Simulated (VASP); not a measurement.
# LiCl (Fm-3m) in VASP: settings compared, part 2 of 2

VASP 6.6.1. Earlier steps stand in the parts before.

## 3. Density of states, PBE+D2

This run uses another cell than the first one: it holds 8 atoms, not 2.

LiCl.cif reads:

```cif
data_LiCl
_cell_length_a 5.12954000
_cell_length_b 5.12954000
_cell_length_c 5.12954000
_cell_angle_alpha 90.00000000
_cell_angle_beta 90.00000000
_cell_angle_gamma 90.00000000
_space_group_name_H-M_alt 'Fm-3m'
_space_group_name_Hall '-F 4 2 3'
_space_group_IT_number 225
loop_
_space_group_symop_operation_xyz
'x,y,z'
'-x,-y,-z'
'-y,x,z'
'y,-x,-z'
'-x,-y,z'
'x,y,-z'
'y,-x,z'
'-y,x,-z'
'x,-y,-z'
'-x,y,z'
'-y,-x,-z'
'y,x,z'
'-x,y,-z'
'x,-y,z'
'y,x,-z'
'-y,-x,z'
'z,x,y'
'-z,-x,-y'
'z,-y,x'
'-z,y,-x'
'z,-x,-y'
'-z,x,y'
'z,y,-x'
'-z,-y,x'
'-z,x,-y'
'z,-x,y'
'-z,-y,-x'
'z,y,x'
'-z,-x,y'
'z,x,-y'
'-z,y,x'
'z,-y,-x'
'y,z,x'
'-y,-z,-x'
'x,z,-y'
'-x,-z,y'
'-y,z,-x'
'y,-z,x'
'-x,z,y'
'x,-z,-y'
'-y,-z,x'
'y,z,-x'
'-x,-z,-y'
'x,z,y'
'y,-z,-x'
'-y,z,x'
'x,-z,y'
'-x,z,-y'
'x,y+1/2,z+1/2'
'-x,-y+1/2,-z+1/2'
'-y,x+1/2,z+1/2'
[... 62 lines left out ...]
'-z+1/2,-x,-y+1/2'
'z+1/2,-y,x+1/2'
'-z+1/2,y,-x+1/2'
'z+1/2,-x,-y+1/2'
'-z+1/2,x,y+1/2'
'z+1/2,y,-x+1/2'
'-z+1/2,-y,x+1/2'
'-z+1/2,x,-y+1/2'
'z+1/2,-x,y+1/2'
'-z+1/2,-y,-x+1/2'
'z+1/2,y,x+1/2'
'-z+1/2,-x,y+1/2'
'z+1/2,x,-y+1/2'
'-z+1/2,y,x+1/2'
'z+1/2,-y,-x+1/2'
'y+1/2,z,x+1/2'
'-y+1/2,-z,-x+1/2'
'x+1/2,z,-y+1/2'
'-x+1/2,-z,y+1/2'
'-y+1/2,z,-x+1/2'
'y+1/2,-z,x+1/2'
'-x+1/2,z,y+1/2'
'x+1/2,-z,-y+1/2'
'-y+1/2,-z,x+1/2'
'y+1/2,z,-x+1/2'
'-x+1/2,-z,-y+1/2'
'x+1/2,z,y+1/2'
'y+1/2,-z,-x+1/2'
'-y+1/2,z,x+1/2'
'x+1/2,-z,y+1/2'
'-x+1/2,z,-y+1/2'
'x+1/2,y+1/2,z'
'-x+1/2,-y+1/2,-z'
'-y+1/2,x+1/2,z'
'y+1/2,-x+1/2,-z'
'-x+1/2,-y+1/2,z'
'x+1/2,y+1/2,-z'
'y+1/2,-x+1/2,z'
'-y+1/2,x+1/2,-z'
'x+1/2,-y+1/2,-z'
'-x+1/2,y+1/2,z'
'-y+1/2,-x+1/2,-z'
'y+1/2,x+1/2,z'
'-x+1/2,y+1/2,-z'
'x+1/2,-y+1/2,z'
'y+1/2,x+1/2,-z'
'-y+1/2,-x+1/2,z'
'z+1/2,x+1/2,y'
'-z+1/2,-x+1/2,-y'
'z+1/2,-y+1/2,x'
'-z+1/2,y+1/2,-x'
'z+1/2,-x+1/2,-y'
'-z+1/2,x+1/2,y'
'z+1/2,y+1/2,-x'
'-z+1/2,-y+1/2,x'
'-z+1/2,x+1/2,-y'
'z+1/2,-x+1/2,y'
'-z+1/2,-y+1/2,-x'
'z+1/2,y+1/2,x'
'-z+1/2,-x+1/2,y'
'z+1/2,x+1/2,-y'
'-z+1/2,y+1/2,x'
'z+1/2,-y+1/2,-x'
'y+1/2,z+1/2,x'
'-y+1/2,-z+1/2,-x'
'x+1/2,z+1/2,-y'
'-x+1/2,-z+1/2,y'
'-y+1/2,z+1/2,-x'
'y+1/2,-z+1/2,x'
'-x+1/2,z+1/2,y'
'x+1/2,-z+1/2,-y'
'-y+1/2,-z+1/2,x'
'y+1/2,z+1/2,-x'
'-x+1/2,-z+1/2,-y'
'x+1/2,z+1/2,y'
'y+1/2,-z+1/2,-x'
'-y+1/2,z+1/2,x'
'x+1/2,-z+1/2,y'
'-x+1/2,z+1/2,-y'
loop_
_atom_site_label
_atom_site_type_symbol
_atom_site_symmetry_multiplicity
_atom_site_Wyckoff_symbol
_atom_site_fract_x
_atom_site_fract_y
_atom_site_fract_z
_atom_site_occupancy
Cl1 Cl 4 b 0.5000000000 0.0000000000 0.0000000000 1
Li1 Li 4 a 0.0000000000 0.0000000000 0.0000000000 1
```

POSCAR reads:

```
Cl Li
 1.0000000000000000
     5.1295400000000004    0.0000000000000000    0.0000000000000000
     0.0000000000000000    5.1295400000000004    0.0000000000000000
     0.0000000000000000    0.0000000000000000    5.1295400000000004
 Cl  Li 
   4   4
Cartesian
  2.5647700000000002  0.0000000000000000  0.0000000000000000
  0.0000000000000000  2.5647700000000002  0.0000000000000000
  0.0000000000000000  0.0000000000000000  2.5647700000000002
  2.5647700000000002  2.5647700000000002  2.5647700000000002
  0.0000000000000000  0.0000000000000000  0.0000000000000000
  0.0000000000000000  2.5647700000000002  2.5647700000000002
  2.5647700000000002  0.0000000000000000  2.5647700000000002
  2.5647700000000002  2.5647700000000002  0.0000000000000000
```

INCAR.step1 reads:

```
ALGO     = Fast           # electronic algorithm
EDIFF    = 1E-7           # SCF threshold, eV
ENCUT    = 520            # plane-wave cutoff, eV
GGA      = PE             # functional
ISIF     = 2              # what is computed and relaxed
ISMEAR   = -1             # smearing method
IVDW     = 1              # dispersion correction
LASPH    = True           # aspherical terms in the spheres
LCHARG   = True           # write CHGCAR
LREAL    = False          # projectors in reciprocal space
LWAVE    = False          # write WAVECAR
NBANDS   = 30             # bands
NELM     = 80             # most SCF steps
PREC     = Accurate       # precision mode
SIGMA    = 0.01           # smearing width, eV
```

KPOINTS.step1 reads:

```
k-points
0
Gamma
  5 5 5
```

INCAR.step2 reads:

```
ALGO     = Fast           # electronic algorithm
EDIFF    = 1E-7           # SCF threshold, eV
ENCUT    = 520            # plane-wave cutoff, eV
GGA      = PE             # functional
ICHARG   = 11             # starting density
ISIF     = 2              # what is computed and relaxed
ISMEAR   = -5             # smearing method
IVDW     = 1              # dispersion correction
LASPH    = True           # aspherical terms in the spheres
LCHARG   = False          # write CHGCAR
LORBIT   = 11             # projections on sites
LREAL    = False          # projectors in reciprocal space
LWAVE    = False          # write WAVECAR
NBANDS   = 30             # bands
NEDOS    = 2001           # points of the DOS
NELM     = 80             # most SCF steps
PREC     = Accurate       # precision mode
SIGMA    = 0.01           # smearing width, eV
```

KPOINTS.step2 reads:

```
k-points
0
Gamma
  8 8 8
```

Potentials or basis: VASP PAW PBE potentials, release 64 (Cl, Li_sv).

On the command line:

```console
> ase convert -i cif -o vasp LiCl.cif POSCAR
> cat potpaw_PBE.64/Cl/POTCAR potpaw_PBE.64/Li_sv/POTCAR > POTCAR
> cp INCAR.step1 INCAR
> cp KPOINTS.step1 KPOINTS
> mpirun -np 1 vasp_std > vasp.out
> cp INCAR.step2 INCAR
> cp KPOINTS.step2 KPOINTS
> mpirun -np 1 vasp_std > vasp.out
```

Wall time 2.5 min (1 thread of AMD EPYC 9R45 (Zen 5), shared host); peak memory 0.24 GiB.

Results (log left out):

```yaml
Valence_electrons_inside_the_program's_atomic_spheres: Cl 5.18; Li 2.04
Dispersion_energy_per_atom: -0.262 eV
```

Levels at points of the mesh, in eV from the valence-band top:
| k point | band 16 | band 17 | band 18 | band 19 | band 20 | band 21 | band 22 | band 23 | band 24 | band 25 |
| --- | --- | --- | --- | --- | --- | --- | --- | --- | --- | --- |
| (0.00, 0.00, 0.00) | -1.10 | -1.10 | 0.00 | 0.00 | 0.00 | 6.34 | 7.88 | 7.88 | 7.88 | 8.29 |
| (0.50, 0.00, 0.00) | -1.06 | -0.59 | -0.59 | -0.59 | -0.59 | 8.55 | 8.55 | 9.55 | 9.55 | 9.58 |
| (0.50, 0.50, 0.00) | -1.44 | -0.28 | -0.28 | -0.28 | -0.28 | 8.18 | 8.18 | 8.18 | 8.18 | 10.21 |
| (0.50, 0.50, 0.50) | -0.26 | -0.26 | -0.26 | -0.26 | -0.26 | 6.76 | 6.76 | 6.76 | 6.76 | 9.50 |

States per cell in windows of 0.5 eV (zero at the valence-band top; states under -8 eV left out):
| from (eV) | total | Cl1_p | Cl2_p | Cl3_p | Cl4_p | Cl1_s | Cl2_s |
| --- | --- | --- | --- | --- | --- | --- | --- |
| -8.0 | 0.00 | 0.00 | 0.00 | 0.00 | 0.00 | 0.00 | 0.00 |
| -7.5 | 0.00 | 0.00 | 0.00 | 0.00 | 0.00 | 0.00 | 0.00 |
| -7.0 | 0.00 | 0.00 | 0.00 | 0.00 | 0.00 | 0.00 | 0.00 |
| -6.5 | 0.00 | 0.00 | 0.00 | 0.00 | 0.00 | 0.00 | 0.00 |
| -6.0 | 0.00 | 0.00 | 0.00 | 0.00 | 0.00 | 0.00 | 0.00 |
| -5.5 | 0.00 | 0.00 | 0.00 | 0.00 | 0.00 | 0.00 | 0.00 |
| -5.0 | 0.00 | 0.00 | 0.00 | 0.00 | 0.00 | 0.00 | 0.00 |
| -4.5 | 0.00 | 0.00 | 0.00 | 0.00 | 0.00 | 0.00 | 0.00 |
| -4.0 | 0.00 | 0.00 | 0.00 | 0.00 | 0.00 | 0.00 | 0.00 |
| -3.5 | 0.00 | 0.00 | 0.00 | 0.00 | 0.00 | 0.00 | 0.00 |
| -3.0 | 2.05 | 0.26 | 0.26 | 0.26 | 0.26 | 0.00 | 0.00 |
| -2.5 | 4.47 | 0.58 | 0.58 | 0.58 | 0.58 | 0.01 | 0.01 |
| -2.0 | 2.48 | 0.34 | 0.34 | 0.34 | 0.34 | 0.00 | 0.00 |
| -1.5 | 3.81 | 0.57 | 0.57 | 0.57 | 0.57 | 0.00 | 0.00 |
| -1.0 | 5.98 | 0.96 | 0.96 | 0.96 | 0.96 | 0.00 | 0.00 |
| -0.5 | 5.18 | 0.89 | 0.89 | 0.89 | 0.89 | 0.00 | 0.00 |
| 0.0 | 0.00 | 0.00 | 0.00 | 0.00 | 0.00 | 0.00 | 0.00 |
| 0.5 | 0.00 | 0.00 | 0.00 | 0.00 | 0.00 | 0.00 | 0.00 |
| 1.0 | 0.00 | 0.00 | 0.00 | 0.00 | 0.00 | 0.00 | 0.00 |
| 1.5 | 0.00 | 0.00 | 0.00 | 0.00 | 0.00 | 0.00 | 0.00 |
| 2.0 | 0.00 | 0.00 | 0.00 | 0.00 | 0.00 | 0.00 | 0.00 |
| 2.5 | 0.00 | 0.00 | 0.00 | 0.00 | 0.00 | 0.00 | 0.00 |
| 3.0 | 0.00 | 0.00 | 0.00 | 0.00 | 0.00 | 0.00 | 0.00 |
| 3.5 | 0.00 | 0.00 | 0.00 | 0.00 | 0.00 | 0.00 | 0.00 |
| 4.0 | 0.00 | 0.00 | 0.00 | 0.00 | 0.00 | 0.00 | 0.00 |
| 4.5 | 0.00 | 0.00 | 0.00 | 0.00 | 0.00 | 0.00 | 0.00 |
| 5.0 | 0.00 | 0.00 | 0.00 | 0.00 | 0.00 | 0.00 | 0.00 |
| 5.5 | 0.00 | 0.00 | 0.00 | 0.00 | 0.00 | 0.00 | 0.00 |
| 6.0 | 0.00 | 0.00 | 0.00 | 0.00 | 0.00 | 0.00 | 0.00 |
| 6.5 | 0.18 | 0.00 | 0.00 | 0.00 | 0.00 | 0.01 | 0.01 |
| 7.0 | 1.06 | 0.01 | 0.01 | 0.01 | 0.01 | 0.03 | 0.03 |
| 7.5 | 1.56 | 0.02 | 0.02 | 0.02 | 0.02 | 0.04 | 0.04 |

## 4. Band structure, HSE06

POSCAR reads:

```
LiCl
1.0
    0.0000000000      2.5647700000      2.5647700000
    2.5647700000      0.0000000000      2.5647700000
    2.5647700000      2.5647700000      0.0000000000
Cl Li
1 1
Direct
    0.5000000000      0.5000000000      0.5000000000
    0.0000000000      0.0000000000      0.0000000000
```

INCAR.step1 reads:

```
SYSTEM = LiCl
PREC = Accurate
ENCUT = 520
EDIFF = 1E-5
ISMEAR = 0
SIGMA = 0.02
LREAL = .False.
LASPH = .True.
NELM = 60
ALGO = Normal
ISIF = 2
LWAVE = .True.
LCHARG = .False.
GGA = PE
KPAR = 4
```

INCAR.step2 reads:

```
SYSTEM = LiCl
PREC = Accurate
ENCUT = 520
EDIFF = 1E-7
ISMEAR = 0
SIGMA = 0.02
LREAL = .False.
LASPH = .True.
NELM = 60
ALGO = Normal
ISIF = 2
LWAVE = .False.
LCHARG = .False.
GGA = PE
LHFCALC = .True.
HFSCREEN = 0.2
PRECFOCK = Fast
ISTART = 1
KPAR = 4
```

KPOINTS reads:

```
Automatic mesh
0
Gamma
  6 6 6
  0 0 0
```

KPOINTS_OPT reads:

```
path GXWKGLUWLK,UX
8
line-mode
reciprocal
 0.0000000000  0.0000000000  0.0000000000  G
 0.5000000000  0.0000000000  0.5000000000  X

 0.5000000000  0.0000000000  0.5000000000  X
 0.5000000000  0.2500000000  0.7500000000  W

 0.5000000000  0.2500000000  0.7500000000  W
 0.3750000000  0.3750000000  0.7500000000  K

 0.3750000000  0.3750000000  0.7500000000  K
 0.0000000000  0.0000000000  0.0000000000  G

 0.0000000000  0.0000000000  0.0000000000  G
 0.5000000000  0.5000000000  0.5000000000  L

 0.5000000000  0.5000000000  0.5000000000  L
 0.6250000000  0.2500000000  0.6250000000  U

 0.6250000000  0.2500000000  0.6250000000  U
 0.5000000000  0.2500000000  0.7500000000  W

 0.5000000000  0.2500000000  0.7500000000  W
 0.5000000000  0.5000000000  0.5000000000  L

 0.5000000000  0.5000000000  0.5000000000  L
 0.3750000000  0.3750000000  0.7500000000  K

 0.6250000000  0.2500000000  0.6250000000  U
 0.5000000000  0.0000000000  0.5000000000  X
```

On the command line:

```console
> cat potpaw_PBE.64/Cl/POTCAR potpaw_PBE.64/Li_sv/POTCAR > POTCAR
> cp INCAR.step1 INCAR
> mpirun -np 4 vasp_std > vasp.out
> cp INCAR.step2 INCAR
> mpirun -np 4 vasp_std > vasp.out
```

Run time: 2.3 min. Hardware: 4 MPI ranks of Intel Xeon Platinum 8488C (Sapphire Rapids), shared host; peak memory 0.28 GiB.

The run converged. Its results:

```
Free energy             : -8.4758 eV
Band gap on the k mesh  : 7.75 eV, direct
Band gap along the path : 7.75 eV, direct
```

Levels at the corners of the path, in eV from the valence-band top:
```
point  band 1  band 2  band 3  band 4  band 5  band 6  band 7  band 8  band 9
    Γ  -46.28  -14.67    0.00    0.00    0.00    7.75   13.49   13.49   13.49
    X  -46.28  -13.78   -3.11   -1.19   -1.19    9.32    9.64   14.16   15.88
    X  -46.28  -13.78   -3.11   -1.19   -1.19    9.32    9.64   14.16   15.88
    W  -46.28  -13.79   -2.28   -2.28   -1.15   11.09   11.72   11.97   11.97
    W  -46.28  -13.79   -2.28   -2.28   -1.15   11.09   11.72   11.97   11.97
    K  -46.28  -13.81   -2.67   -1.92   -0.89    9.52   11.45   13.08   13.41
    K  -46.28  -13.81   -2.67   -1.92   -0.89    9.52   11.45   13.08   13.41
    Γ  -46.28  -14.67    0.00    0.00    0.00    7.75   13.49   13.49   13.49
    Γ  -46.28  -14.67    0.00    0.00    0.00    7.75   13.49   13.49   13.49
    L  -46.28  -14.04   -3.05   -0.29   -0.29    8.14   11.02   11.02   14.74
    L  -46.28  -14.04   -3.05   -0.29   -0.29    8.14   11.02   11.02   14.74
    U  -46.28  -13.81   -2.67   -1.92   -0.89    9.52   11.45   13.08   13.41
    U  -46.28  -13.81   -2.67   -1.92   -0.89    9.52   11.45   13.08   13.41
    W  -46.28  -13.79   -2.28   -2.28   -1.15   11.09   11.72   11.97   11.97
    W  -46.28  -13.79   -2.28   -2.28   -1.15   11.09   11.72   11.97   11.97
    L  -46.28  -14.04   -3.05   -0.29   -0.29    8.14   11.02   11.02   14.74
    L  -46.28  -14.04   -3.05   -0.29   -0.29    8.14   11.02   11.02   14.74
    K  -46.28  -13.81   -2.67   -1.92   -0.89    9.52   11.45   13.08   13.41
    U  -46.28  -13.81   -2.67   -1.92   -0.89    9.52   11.45   13.08   13.41
    X  -46.28  -13.78   -3.11   -1.19   -1.19    9.32    9.64   14.16   15.88
```

## 5. For comparison

An earlier run on the cell as given: functional PBE; potentials or basis VASP PAW PBE potentials, release 64 (Cl, Li_sv); cutoff 520 eV; k mesh 9 × 9 × 9; occupations fermi-dirac, width 0.05 eV; no spin polarisation.

* Band gap on the k mesh: 6.34 eV, direct

## 6. Overview

| task | level | k mesh | smearing | grid for exact exchange (PRECFOCK) | exchange at q = 0 | share of exact exchange | k mesh for the DOS | ladder | other keys | mesh quality | gap on the mesh (eV) |
| --- | --- | --- | --- | --- | --- | --- | --- | --- | --- | --- | --- |
| atomic charges | r2SCAN-EpsX | 5 × 5 × 5 | fermi-dirac 0.1 eV | Normal | default | 0.3367 | - | - | - | coarse | 9.64 |
| density of states | PBE+D2 | 5 × 5 × 5 | fermi-dirac 0.01 eV | - | - | - | 8 × 8 × 8 | - | ISMEAR = -1; SIGMA = 0.01 | not flagged | - |
| band structure | HSE06 | 6 × 6 × 6 | gaussian 0.02 eV | Fast | - | - | - | gaps | - | not flagged | 7.75 |
| single point | PBE | 9 × 9 × 9 | fermi-dirac 0.05 eV | - | - | - | - | - | - | not flagged | 6.34 |

Alike in all rows: potentials or basis VASP PAW PBE potentials, release 64 (Cl, Li_sv); no spin polarisation; cell as given; cutoff (eV) 520.

Caveats: some runs use coarse meshes; an odd mesh through Γ misses points on the zone boundary, where band edges often lie (some runs).

Absolute energies hang on the potentials; compare differences alone.
